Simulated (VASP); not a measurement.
# InP (F-43m) in VASP: a series of runs, part 3 of 3

VASP 6.6.1. The steps go on from the part before.

## 6. Single point, PBEsol (volume scaled by 1.04)

INCAR reads:

```
ALGO = Normal
EDIFF = 1E-7
ENCUT = 520
GGA = PS
ISIF = 2
ISMEAR = -1
LASPH = True
LCHARG = False
LREAL = False
LWAVE = False
NBANDS = 16
NELM = 60
PREC = Accurate
SIGMA = 0.05
```

KPOINTS reads:

```
k-points
0
Gamma
  8 8 8
```

POSCAR reads:

```
InP
1.0
    0.0000000000      2.9690636329      2.9690636329
    2.9690636329      0.0000000000      2.9690636329
    2.9690636329      2.9690636329      0.0000000000
In P
1 1
Direct
    0.0000000000      0.0000000000      0.0000000000
    0.7500000000      0.7500000000      0.7500000000
```

Potentials or basis: VASP PAW PBE potentials, release 64 (In_d, P).

On the command line:

```console
cat potpaw_PBE.64/In_d/POTCAR potpaw_PBE.64/P/POTCAR > POTCAR
mpirun -np 1 vasp_std > vasp.out
```

OUTCAR:

```text
EDIFF = 1E-7
   ENCUT = 520
   GGA = PS
   ISIF = 2
   ISMEAR = -1
   LASPH = True
   LREAL = False
   NELM = 60
   PREC = Accurate

 ion  position               nearest neighbor table
   1  0.000  0.000  0.000-   2 2.57   2 2.57   2 2.57   2 2.57
   2  0.750  0.750  0.750-   1 2.57   1 2.57   1 2.57   1 2.57

  LATTYP: Found a face centered cubic cell.
 ALAT       =     5.9381272658

  Lattice vectors:

 A1 = (   0.0000000000,   2.9690636329,   2.9690636329)
 A2 = (   2.9690636329,   0.0000000000,   2.9690636329)
 A3 = (   2.9690636329,   2.9690636329,   0.0000000000)

Analysis of symmetry for initial positions (statically):
=====================================================================
 Subroutine PRICEL returns:
 Original cell was already a primitive cell.

 Routine SETGRP: Setting up the symmetry group for a
 face centered cubic supercell.

 Subroutine GETGRP returns: Found 24 space group operations
 (whereof 24 operations were pure point group operations)
 out of a pool of 48 trial point group operations.

The static configuration has the point symmetry T_d .

Analysis of symmetry for dynamics (positions and initial velocities):
=====================================================================
 Subroutine PRICEL returns:
 Original cell was already a primitive cell.

 Routine SETGRP: Setting up the symmetry group for a
 face centered cubic supercell.

 Subroutine GETGRP returns: Found 24 space group operations
 (whereof 24 operations were pure point group operations)
 out of a pool of 48 trial point group operations.

The dynamic configuration has the point symmetry T_d .

 Subroutine INISYM returns: Found 24 space group operations
 (whereof 24 operations are pure point group operations),
 and found     1 'primitive' translations

----------------------------------------------------------------------------------------

                                     Primitive cell

  volume of cell :      52.3466

  direct lattice vectors                    reciprocal lattice vectors
     0.000000000  2.969063633  2.969063633    -0.168403262  0.168403262  0.168403262
     2.969063633  0.000000000  2.969063633     0.168403262 -0.168403262  0.168403262
     2.969063633  2.969063633  0.000000000     0.168403262  0.168403262 -0.168403262

  length of vectors
     4.198890057  4.198890057  4.198890057     0.291683005  0.291683005  0.291683005

  position of ions in fractional coordinates (direct lattice)
     0.000000000  0.000000000  0.000000000
     0.750000000  0.750000000  0.750000000

  ion indices of the primitive-cell ions
   primitive index   ion index
                 1           1
                 2           2

----------------------------------------------------------------------------------------

 KPOINTS: k-points

Automatic generation of k-mesh.
 Grid dimensions read from file:
 generate k-points for:    8    8    8

 Generating k-lattice:

  Cartesian coordinates                     Fractional coordinates (reciprocal lattice)
    -0.021050408  0.021050408  0.021050408     0.125000000  0.000000000  0.000000000
     0.021050408 -0.021050408  0.021050408     0.000000000  0.125000000  0.000000000
     0.021050408  0.021050408 -0.021050408     0.000000000  0.000000000  0.125000000

  Length of vectors
     0.036460376  0.036460376  0.036460376

  Shift w.r.t. Gamma in fractional coordinates (k-lattice)
     0.000000000  0.000000000  0.000000000

 Subroutine IBZKPT returns following result:
 ===========================================

 Found     29 irreducible k-points:

 Following reciprocal coordinates:
            Coordinates               Weight
  0.000000  0.000000  0.000000      1.000000
  0.125000  0.000000  0.000000      8.000000
  0.250000  0.000000  0.000000      8.000000
  0.375000  0.000000  0.000000      8.000000
  0.500000  0.000000  0.000000      4.000000
  0.125000  0.125000  0.000000      6.000000
[... 16 lines left out ...]
  0.500000  0.250000  0.125000     48.000000
 -0.375000  0.250000  0.125000     24.000000
 [... further k-points ...]
   k-points           NKPTS =     29   k-points in BZ     NKDIM =     29   number of bands    NBANDS=     16
   number of dos      NEDOS =    301   number of ions     NIONS =      2
   total plane-waves  NPLWV =  32768
   dimension x,y,z NGX =    32 NGY =   32 NGZ =   32
   dimension x,y,z NGXF=    64 NGYF=   64 NGZF=   64
   ions per type =               1   1
   NGX,Y,Z   is equivalent  to a cutoff of  12.67, 12.67, 12.67 a.u.
   NGXF,Y,Z  is equivalent  to a cutoff of  25.34, 25.34, 25.34 a.u.
 SYSTEM =  unknown system
   PREC   = accura    normal or accurate (medium, high low for compatibility)
   ISTART =      0    job   : 0-new  1-cont  2-samecut
   ICHARG =      2    charge: 1-file 2-atom 10-const
   ISPIN  =      1    spin polarized calculation?
   LNONCOLLINEAR =      F non collinear calculations
   LSORBIT =      F    spin-orbit coupling
   LASPH  =      T    aspherical Exc in radial PAW
   ENCUT  =  520.0 eV  38.22 Ry    6.18 a.u.   7.81  7.81  7.81*2*pi/ulx,y,z
   NELM   =     60;   NELMIN=  2; NELMDL= -5     # of ELM steps
   EDIFF  = 0.1E-06   stopping-criterion for ELM
   LREAL  =      F    real-space projection
   EDIFFG = 0.1E-05   stopping-criterion for IOM
   NSW    =      0    number of steps for IOM
   IBRION =     -1    ionic relax: 0-MD 1-quasi-New 2-CG
   NFREE  =      0    steps in history (QN), initial steepest desc. (CG)
   ISIF   =      2    stress and relaxation
   ISYM   =      2    0-nonsym 1-usesym 2-fastsym
   POTIM  = 0.5000    time-step for ionic-motion
   TEBEG  =    0.0;   TEEND  =   0.0 temperature during run
   PSTRESS=    0.0 pullay stress
   NELECT =      18.0000    total number of electrons
   NUPDOWN=      -1.0000    fix difference up-down
   EMIN   =  10.00;   EMAX   =-10.00  energy-range for DOS
   EFERMI =   0.00;   METHOD = LEGACY
   ISMEAR =    -1;   SIGMA  =   0.05  broadening in eV -4-tet -1-fermi 0-gaus
   EFERMI_NEDOS =   21; number of points for ismear=-14 and -15
   IALGO  =     38    algorithm
   IMIX   =      4    mixing-type and parameters
     AMIX     =   0.40;   BMIX     =  1.00
     AMIX_MAG =   1.60;   BMIX_MAG =  1.00
  volume/ion in A,a.u.               =      26.17       176.63
  Fermi-wavevector in a.u.,A,eV,Ry     =   1.146928  2.167380 17.897701  1.315444
  Thomas-Fermi vector in A             =   2.283610
   LORBIT       =      0    0 simple, 1 ext, 2 COOP (PROOUT), +10 PAW based schemes
   GGA     = PS    functional components
   LHFCALC =     F    Hartree Fock is set to
   AEXX    =    0.0000 exact exchange contribution
   IVDW    =     0    specifies the selected vdW correction
   LEPSILON=     F    determine dielectric tensor
   LRPA    =     F    only Hartree local field effects (RPA)
 non-spin polarized calculation
  energy-cutoff  :      520.00
  volume of cell :       52.35
 maximum number of plane-waves:      1424
   NGX = 15   NGY = 15   NGZ = 15

 number of electron      18.0000007 magnetization

 Free energy of the ion-electron system (eV)
  ---------------------------------------------------
  ext. energy  EPLUGINS =         0.00000000
  ---------------------------------------------------
  free energy    TOTEN  =        -9.14560247 eV

  energy without entropy =       -9.14553400  energy(sigma->0) =       -9.14556823

 E-fermi :   4.9067     XC(G=0):  -9.3071

 val. band max:        4.6720972531   @ k =   0.0000   0.0000   0.0000
 cond. band min:       5.0760462591   @ k =   0.0000   0.0000   0.0000
 fundamental gap:      0.4039490060
 Fermi energy:         4.9066656681

 k-point     1 :       0.0000    0.0000    0.0000
  band No.  band energies     occupation
      1      -9.4024      2.00000
      2      -9.4024      2.00000
      3      -9.4024      2.00000
      4      -9.2667      2.00000
      5      -9.2667      2.00000
      6      -6.6125      2.00000
[... 8 lines left out ...]
     15      14.0365      0.00000
     16      14.0365      0.00000
[... 419 lines left out ...]
 k-point    24 :      -0.3750    0.2500    0.1250
  band No.  band energies     occupation
      1      -9.5192      2.00000
      2      -9.3594      2.00000
      3      -9.3415      2.00000
      4      -9.2714      2.00000
      5      -9.2551      2.00000
      6      -4.6891      2.00000
[... 8 lines left out ...]
     15      15.1621      0.00000
     16      15.7941      0.00000

 [... further k-points ...]

------------------------ aborting loop because EDIFF is reached ----------------------------------------

  FORCE on cell =-STRESS in cart. coord.  units (eV):
  Direction    XX          YY          ZZ          XY          YZ          ZX
  --------------------------------------------------------------------------------------
  -------------------------------------------------------------------------------------
  Total       -0.6238374     -0.6238374     -0.6238374      0.0000000     -0.0000000      0.0000000
  in kB      -19.0938481    -19.0938481    -19.0938481      0.0000000     -0.0000000      0.0000000
  external PRESSURE =     -19.0938481 kB  Pullay stress =       0.0000000 kB

 VOLUME and BASIS-vectors are now :
 -----------------------------------------------------------------------------
  energy-cutoff  :      520.00
  volume of cell :       52.35
      direct lattice vectors                 reciprocal lattice vectors
     0.000000000  2.969063633  2.969063633    -0.168403262  0.168403262  0.168403262
     2.969063633  0.000000000  2.969063633     0.168403262 -0.168403262  0.168403262
     2.969063633  2.969063633  0.000000000     0.168403262  0.168403262 -0.168403262

 POSITION                                       TOTAL-FORCE (eV/Angst)
 -----------------------------------------------------------------------------------
      0.00000      0.00000      0.00000        -0.000000     -0.000000     -0.000000
      4.45360      4.45360      4.45360         0.000000      0.000000      0.000000
 -----------------------------------------------------------------------------------
    total drift:                                0.000000      0.000000      0.000000

  FREE ENERGIE OF THE ION-ELECTRON SYSTEM (eV)
  ---------------------------------------------------
  free  energy   TOTEN  =        -9.1456024689 eV

  energy  without entropy=       -9.1455339995  energy(sigma->0) =       -9.14556823
```

OSZICAR:

```text
N       E                     dE             d eps       ncg     rms          rms(c)
DAV:   1     0.110122520079E+03    0.11012E+03   -0.84395E+03   936   0.122E+03
DAV:   2    -0.198425820387E+01   -0.11211E+03   -0.10688E+03  1016   0.294E+02
DAV:   3    -0.932700491149E+01   -0.73427E+01   -0.73044E+01  1240   0.741E+01
DAV:   4    -0.952544018288E+01   -0.19844E+00   -0.19838E+00  1184   0.131E+01
DAV:   5    -0.953413283669E+01   -0.86927E-02   -0.86925E-02  1384   0.234E+00    0.514E+00
DAV:   6    -0.917876285932E+01    0.35537E+00   -0.56748E-01  1480   0.128E+01    0.300E+00
DAV:   7    -0.914788842419E+01    0.30874E-01   -0.12607E-01  1344   0.306E+00    0.108E+00
DAV:   8    -0.914528016940E+01    0.26083E-02   -0.12849E-02  1176   0.128E+00    0.269E-01
DAV:   9    -0.914551113090E+01   -0.23096E-03   -0.10867E-03  1200   0.371E-01    0.135E-01
DAV:  10    -0.914557311572E+01   -0.61985E-04   -0.14947E-04  1440   0.129E-01    0.881E-02
DAV:  11    -0.914560310387E+01   -0.29988E-04   -0.39860E-05  1104   0.649E-02    0.273E-02
DAV:  12    -0.914560237650E+01    0.72736E-06   -0.45521E-06  1168   0.247E-02    0.886E-03
DAV:  13    -0.914560246889E+01   -0.92384E-07   -0.63159E-07  1168   0.411E-03
   1 F= -.91456025E+01 E0= -.91455682E+01  d E =-.684694E-04
```

Wall time 17 s (1 thread of Intel Xeon Platinum 8488C (Sapphire Rapids), shared host); peak memory 0.18 GiB.

Results:

```
Free energy            : -9.1456 eV
Pressure               : -1.9 GPa
Band gap on the k mesh : 0.40 eV, direct
```

Caveat: the cell differs from its parent crystal (volume scaled by 1.04); the PAW data sets were made with another functional, which shifts forces and pressure a little; spin-orbit coupling is left out, which moves the levels of the heavy elements.

## 7. The runs side by side

```csv
task,level,cell,cutoff (eV),gap on the mesh (eV),pressure (GPa),relaxed volume (Å³/atom)
relaxation of cell and atoms,BLYP+D3(BJ),"relaxed from a = 4.144 Å, angles 60.0°, 2 atoms",600,0.48,0.0,25.81
relaxation of cell and atoms,BLYP+D4,"relaxed from a = 4.144 Å, angles 60.0°, 2 atoms",600,0.42,0.0,26.08
single point,PBEsol,"a = 4.060 Å, angles 60.0°, 2 atoms",520,0.94,5.5,-
single point,PBEsol,"a = 4.144 Å, angles 60.0°, 2 atoms",520,0.61,0.6,-
single point,PBEsol,"a = 4.199 Å, angles 60.0°, 2 atoms",520,0.40,-1.9,-
```

Alike in all rows: potentials or basis VASP PAW PBE potentials, release 64 (In_d, P); no spin polarisation; k mesh 8 × 8 × 8; smearing fermi-dirac 0.05 eV.

Caveats: the PAW data sets were made with another functional, which shifts forces and pressure a little; spin-orbit coupling is left out, which moves the levels of the heavy elements.

Absolute energies hang on the potentials; compare differences alone.

## 8. How close it comes

Step 5. Measured gap of InP: 1.4236 eV (direct; 1.6 K; a printed reference work, data compilation). This calculation gives 0.61 eV (-0.81 eV). Spin-orbit coupling on In is left out. The value is that of PBEsol, without temperature or zero-point motion. Semilocal functionals fall short of measured gaps as a rule.
